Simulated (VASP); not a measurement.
# H (I4/mmm) in VASP: settings compared, part 3 of 3

VASP 6.6.1.

### Step 6. Single point, HSEsol (atoms moved at random, drawn with an rms of 0.1 Å)

The input, POSCAR:

```
H
1.0
   -1.6915344700      1.6915344700      2.0584739900
    1.6915344700     -1.6915344700      2.0584739900
    1.6915344700      1.6915344700     -2.0584739900
H
2
Direct
    0.0961830000      0.0949540000      0.0224580000
    0.9170920000      0.8909110000      0.0100700000
```

The input, INCAR.step1:

```
PREC = Accurate
ENCUT = 500
EDIFF = 1E-5
ISMEAR = -5
SIGMA = 0.05
LREAL = F
LASPH = T
NELM = 80
ALGO = Normal
ISIF = 2
LWAVE = T
LCHARG = F
NBANDS = 8
GGA = PE
```

The input, INCAR.step2:

```
PREC = Accurate
ENCUT = 500
EDIFF = 1E-6
ISMEAR = -5
SIGMA = 0.05
LREAL = F
LASPH = T
NELM = 80
ALGO = Normal
ISIF = 2
LWAVE = F
LCHARG = F
GGA = PS
LHFCALC = T
HFSCREEN = 0.2
PRECFOCK = Fast
NBANDS = 8
ISTART = 1
```

The input, KPOINTS:

```
Automatic mesh
0
Gamma
  6 6 6
```

Potentials or basis: VASP PAW PBE potentials, release 64 (H).

Started as:

```bash
$ cat potpaw_PBE.64/H/POTCAR > POTCAR
$ cp INCAR.step1 INCAR
$ mpirun -np 1 vasp_std > vasp.out
$ cp INCAR.step2 INCAR
$ mpirun -np 1 vasp_std > vasp.out
```

OUTCAR:

```text
PREC = Accurate
   ENCUT = 500
   EDIFF = 1E-6
   ISMEAR = -5
   LREAL = F
   LASPH = T
   NELM = 80
   ISIF = 2
   GGA = PS
   LHFCALC = T
   HFSCREEN = 0.2
   PRECFOCK = Fast
   ISTART = 1

 ion  position               nearest neighbor table
   1  0.096  0.095  0.022-   2 0.77
   2  0.917  0.891  0.010-   1 0.77

  LATTYP: Found a body centered tetragonal cell.
 ALAT       =     3.3830689400
 C/A-ratio  =     1.2169270130

  Lattice vectors:

 A1 = (  -1.6915344700,   1.6915344700,   2.0584739900)
 A2 = (   1.6915344700,  -1.6915344700,   2.0584739900)
 A3 = (   1.6915344700,   1.6915344700,  -2.0584739900)

Analysis of symmetry for initial positions (statically):
=====================================================================
 Subroutine PRICEL returns:
 Original cell was already a primitive cell.

 Routine SETGRP: Setting up the symmetry group for a
 body centered tetragonal supercell.

 Subroutine GETGRP returns: Found  2 space group operations
 (whereof  1 operations were pure point group operations)
 out of a pool of 16 trial point group operations.

The static configuration has the point symmetry C_1 .
 The point group associated with its full space group is S_2 .

Analysis of symmetry for dynamics (positions and initial velocities):
=====================================================================
 Subroutine PRICEL returns:
 Original cell was already a primitive cell.

 Routine SETGRP: Setting up the symmetry group for a
 body centered tetragonal supercell.

 Subroutine GETGRP returns: Found  2 space group operations
 (whereof  1 operations were pure point group operations)
 out of a pool of 16 trial point group operations.

The dynamic configuration has the point symmetry C_1 .
 The point group associated with its full space group is S_2 .

 Subroutine INISYM returns: Found  2 space group operations
 (whereof  1 operations are pure point group operations),
 and found     1 'primitive' translations

----------------------------------------------------------------------------------------

                                     Primitive cell

  volume of cell :      23.5596

  direct lattice vectors                    reciprocal lattice vectors
    -1.691534470  1.691534470  2.058473990     0.000000000  0.295589602  0.242898381
     1.691534470 -1.691534470  2.058473990     0.295589602  0.000000000  0.242898381
     1.691534470  1.691534470 -2.058473990     0.295589602  0.295589602  0.000000000

  length of vectors
     3.155929799  3.155929799  3.155929799     0.382587031  0.382587031  0.418026823

  position of ions in fractional coordinates (direct lattice)
     0.096183000  0.094954000  0.022458000
     0.917092000  0.890911000  0.010070000

  ion indices of the primitive-cell ions
   primitive index   ion index
                 1           1
                 2           2

----------------------------------------------------------------------------------------

 KPOINTS: Automatic mesh

[... 51 lines left out ...]
   k-points           NKPTS =    112   k-points in BZ     NKDIM =    216   number of bands    NBANDS=      8
   number of dos      NEDOS =    301   number of ions     NIONS =      2
   total plane-waves  NPLWV =  13824
   dimension x,y,z NGX =    24 NGY =   24 NGZ =   24
   dimension x,y,z NGXF=    48 NGYF=   48 NGZF=   48
   ions per type =               2
   NGX,Y,Z   is equivalent  to a cutoff of  12.64, 12.64, 12.64 a.u.
   NGXF,Y,Z  is equivalent  to a cutoff of  25.29, 25.29, 25.29 a.u.
 SYSTEM =  unknown system
   PREC   = accura    normal or accurate (medium, high low for compatibility)
   ISTART =      1    job   : 0-new  1-cont  2-samecut
   ICHARG =      0    charge: 1-file 2-atom 10-const
   ISPIN  =      1    spin polarized calculation?
   LNONCOLLINEAR =      F non collinear calculations
   LSORBIT =      F    spin-orbit coupling
   LASPH  =      T    aspherical Exc in radial PAW
   ENCUT  =  500.0 eV  36.75 Ry    6.06 a.u.   5.75  5.75  5.75*2*pi/ulx,y,z
   NELM   =     80;   NELMIN=  2; NELMDL=  0     # of ELM steps
   EDIFF  = 0.1E-05   stopping-criterion for ELM
   LREAL  =      F    real-space projection
   EDIFFG = 0.1E-04   stopping-criterion for IOM
   NSW    =      0    number of steps for IOM
   IBRION =     -1    ionic relax: 0-MD 1-quasi-New 2-CG
   NFREE  =      0    steps in history (QN), initial steepest desc. (CG)
   ISIF   =      2    stress and relaxation
   ISYM   =      3    0-nonsym 1-usesym 2-fastsym
   POTIM  = 0.5000    time-step for ionic-motion
   TEBEG  =    0.0;   TEEND  =   0.0 temperature during run
   PSTRESS=    0.0 pullay stress
   NELECT =       2.0000    total number of electrons
   NUPDOWN=      -1.0000    fix difference up-down
   EMIN   =  10.00;   EMAX   =-10.00  energy-range for DOS
   EFERMI =   0.00;   METHOD = LEGACY
   ISMEAR =    -5;   SIGMA  =   0.05  broadening in eV -4-tet -1-fermi 0-gaus
   EFERMI_NEDOS =   21; number of points for ismear=-14 and -15
   IALGO  =     38    algorithm
   IMIX   =      1    mixing-type and parameters
     AMIX     =   0.40;   BMIX     =  1.00
     AMIX_MAG =   1.60;   BMIX_MAG =  1.00
  volume/ion in A,a.u.               =      11.78        79.49
  Fermi-wavevector in a.u.,A,eV,Ry     =   0.719497  1.359653  7.043413  0.517676
  Thomas-Fermi vector in A             =   1.808708
   LORBIT       =      0    0 simple, 1 ext, 2 COOP (PROOUT), +10 PAW based schemes
   GGA     = PS    functional components
   LHFCALC =     T    Hartree Fock is set to
   PRECFOCK=fast      Normal, Fast or Accurate (Low or Medium for compatibility)
   ENCUT4O =  -1.0   cutoff for four orbital integrals eV
   NKREDX  =     1    reduce k-point grid by
   NKREDY  =     1    reduce k-point grid by
   NKREDZ  =     1    reduce k-point grid by
   AEXX    =    0.2500 exact exchange contribution
   HFSCREEN=    0.2000 screening length (either q_TF or 0.3 A-1)
   HFSCREENC=   0.2000 screening length for correlation (either q_TF or 0.3 A-1)
   ENCUTFOCK=  -1.0 apply spherical cutoff to Coloumb kernel
   IVDW    =     0    specifies the selected vdW correction
   LEPSILON=     F    determine dielectric tensor
   LRPA    =     F    only Hartree local field effects (RPA)
 non-spin polarized calculation
 Fermi weights with tetrahedron method with Bloechl corrections
  energy-cutoff  :      500.00
  volume of cell :       23.56
 maximum number of plane-waves:       605
  NGX = 14; NGY = 14; NGZ = 14

 number of electron       2.0000000 magnetization

 Free energy of the ion-electron system (eV)
  ---------------------------------------------------
  ext. energy  EPLUGINS =         0.00000000
  ---------------------------------------------------
  free energy    TOTEN  =        -7.65569929 eV

  energy without entropy =       -7.65569929  energy(sigma->0) =       -7.65569929

 E-fermi :  -8.9858     XC(G=0):  -4.6514

 val. band max:       -9.0541807056   @ k =   0.5000   0.5000   0.5000
 cond. band min:       0.8507149210   @ k =  -0.0000   0.5000   0.0000
 fundamental gap:      9.9048956267
 Fermi energy:        -8.9857788999

 k-point     1 :       0.0000    0.0000    0.0000
  band No.  band energies     occupation
      1     -11.7175      2.00000
      2       6.0740      0.00000
      3       9.7345      0.00000
      4      16.1309      0.00000
      5      16.1420      0.00000
      6      17.9434      0.00000
      7      17.9536      0.00000
      8      19.3455      0.00000
[... 243 lines left out ...]
 k-point    24 :      -0.3333   -0.1667    0.5000
  band No.  band energies     occupation
      1     -10.0288      2.00000
      2       1.8108      0.00000
      3       7.2227      0.00000
      4      10.6605      0.00000
      5      13.5532      0.00000
      6      16.5953      0.00000
      7      18.8603      0.00000
      8      21.2837      0.00000

 [... further k-points ...]

------------------------ aborting loop because EDIFF is reached ----------------------------------------

  FORCE on cell =-STRESS in cart. coord.  units (eV):
  Direction    XX          YY          ZZ          XY          YZ          ZX
  --------------------------------------------------------------------------------------
  -------------------------------------------------------------------------------------
  Total       -0.0188289     -0.0156158     -0.3856133      0.0006074      0.0113328     -0.0337851
  in kB       -1.2804671     -1.0619561    -26.2237905      0.0413090      0.7706933     -2.2975696
  external PRESSURE =      -9.5220712 kB  Pullay stress =       0.0000000 kB

 VOLUME and BASIS-vectors are now :
 -----------------------------------------------------------------------------
  energy-cutoff  :      500.00
  volume of cell :       23.56
      direct lattice vectors                 reciprocal lattice vectors
    -1.691534470  1.691534470  2.058473990     0.000000000  0.295589602  0.242898381
     1.691534470 -1.691534470  2.058473990     0.295589602  0.000000000  0.242898381
     1.691534470  1.691534470 -2.058473990     0.295589602  0.295589602  0.000000000

 POSITION                                       TOTAL-FORCE (eV/Angst)
 -----------------------------------------------------------------------------------
      0.03591      0.04007      0.34722        -0.044484      0.014977     -0.486475
     -0.02725      0.06132      3.70100         0.044484     -0.014977      0.486475
 -----------------------------------------------------------------------------------
    total drift:                                0.000001      0.000001      0.000002

  FREE ENERGIE OF THE ION-ELECTRON SYSTEM (eV)
  ---------------------------------------------------
  free  energy   TOTEN  =        -7.6556992865 eV

  energy  without entropy=       -7.6556992865  energy(sigma->0) =       -7.65569929
```

OSZICAR.step1:

```text
N       E                     dE             d eps       ncg     rms          rms(c)
DAV:   1    -0.700427067891E+01   -0.70043E+01   -0.44142E+02  1800   0.151E+02
DAV:   2    -0.729992424166E+01   -0.29565E+00   -0.29565E+00  2376   0.955E+00
DAV:   3    -0.730033126275E+01   -0.40702E-03   -0.40702E-03  2024   0.348E-01
DAV:   4    -0.730033171154E+01   -0.44879E-06   -0.44879E-06  2776   0.120E-02
DAV:   5    -0.730033171174E+01   -0.20172E-09   -0.20173E-09  2080   0.155E-04    0.426E+00
DAV:   6    -0.694265742259E+01    0.35767E+00   -0.18812E-01  1864   0.128E+00    0.233E+00
DAV:   7    -0.677335022531E+01    0.16931E+00   -0.41397E-01  2064   0.201E+00    0.261E-01
DAV:   8    -0.677746950391E+01   -0.41193E-02   -0.78641E-03  1864   0.335E-01    0.162E-01
DAV:   9    -0.677663822004E+01    0.83128E-03   -0.20319E-03  2336   0.155E-01    0.116E-02
DAV:  10    -0.677664452781E+01   -0.63078E-05   -0.29174E-05  2344   0.330E-02
   1 F= -.67766445E+01 E0= -.67766445E+01  d E =0.000000E+00
```

Wall time 49 s (1 thread of Intel Xeon 6975P-C (Granite Rapids), shared host); peak memory 0.24 GiB.

Results:

```
Free energy            : -7.6557 eV
Pressure               : -1.0 GPa
Largest force          : 0.489 eV/Å
Band gap on the k mesh : 9.90 eV, indirect (least direct gap 10.79 eV)
```

Forces on the atoms (eV/Å):
```
H   -0.044  0.015 -0.486
H    0.044 -0.015  0.486
```

Stress tensor (GPa, compression positive):
```
-0.13  0.00 -0.23
 0.00 -0.11  0.08
-0.23  0.08 -2.62
```

Caveat: the k mesh is coarse (spacing up to 0.44 Å⁻¹), so the values aren't converged, least of all with exact exchange; the PAW data sets were made with another functional, which shifts forces and pressure a little.

### Step 7. The runs side by side

```csv
task,level,potentials or basis,cell,k mesh,cutoff (eV),smearing,optimiser,grid for exact exchange (PRECFOCK),exchange at q = 0,atoms held fixed (from 0),other keys,mesh quality,gap on the mesh (eV),pressure (GPa),largest force (eV/Å)
relaxation of cell and atoms,PBEsol,"VASP PAW PBE potentials, release 64 (H)","relaxed from: atoms moved at random, drawn with an rms of 0.15 Å",10 × 10 × 11,600,gaussian 0.1 eV,vasp,-,-,-,-,not flagged,8.25,0.1,0.01
single point,LDA,"VASP PAW LDA potentials, release 54 (H)",as given,11 × 11 × 11,520,gaussian 0.02 eV,-,-,-,-,-,not flagged,8.42,0.8,0.97
relaxation of the atoms,B3LYP+D3(BJ),"VASP PAW PBE potentials, release 64 (H)","atoms relaxed from: atoms moved at random, drawn with an rms of 0.1 Å",6 × 6 × 6,520,gaussian 0.01 eV,-,Fast,truncated,[0],IBRION = 1; POTIM = 0.2; LREAL = Auto,coarse,10.64,-0.2,-
single point,HSEsol,"VASP PAW PBE potentials, release 64 (H)","atoms moved at random, drawn with an rms of 0.1 Å",6 × 6 × 6,500,tetrahedron,-,Fast,-,-,-,coarse,9.90,-1.0,0.49
```

Alike in all rows: no spin polarisation.

Caveats: some runs use coarse meshes; the PAW data sets were made with another functional, which shifts forces and pressure a little (some runs); an odd mesh through Γ misses points on the zone boundary, where band edges often lie (some runs).

Total energies depend on the potentials used, so only differences within one code and one set of settings carry meaning.
